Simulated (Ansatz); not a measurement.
Take InN in the wurtzite structure (space group P6_3mc, No. 186; a = 3.5805 Å, c = 5.7878 Å) as the base.

The values are results of PBE (Ansatz, an electronic-structure program; PAW; 420 eV plane waves; no spin-orbit coupling), not measurements.

One change was made to it. Results:

The c/a ratio is nearly the same (1.616 against 1.615); the shortest interatomic distance shrinks by 0.025 Å to 2.158 Å.

### Question
Name the change that was made.
(A) pressure −1 GPa
(B) pressure 30 GPa
(C) pressure 4.5 GPa
(D) pressure 2.1 GPa
(E) pressure 22.5 GPa

### Answer
C, pressure 4.5 GPa. For comparison, the shortest interatomic distance in the other runs: pressure 22.5 GPa gives 2.087 Å; pressure 30 GPa gives 2.064 Å; pressure −1 GPa gives 2.189 Å; pressure 2.1 GPa gives 2.171 Å.

A case with no gap was solved on a k-mesh chosen for an insulator, which is coarse for it. Load acts through the strain it causes; cell and atoms are relaxed under it. No phonon test of stability was made. Tetrahedral semiconductors of this kind turn to denser phases somewhere between about 1 and 50 GPa; those were not computed, so compressed cells here can lie past the real transition. The final runs are not spin-polarised.
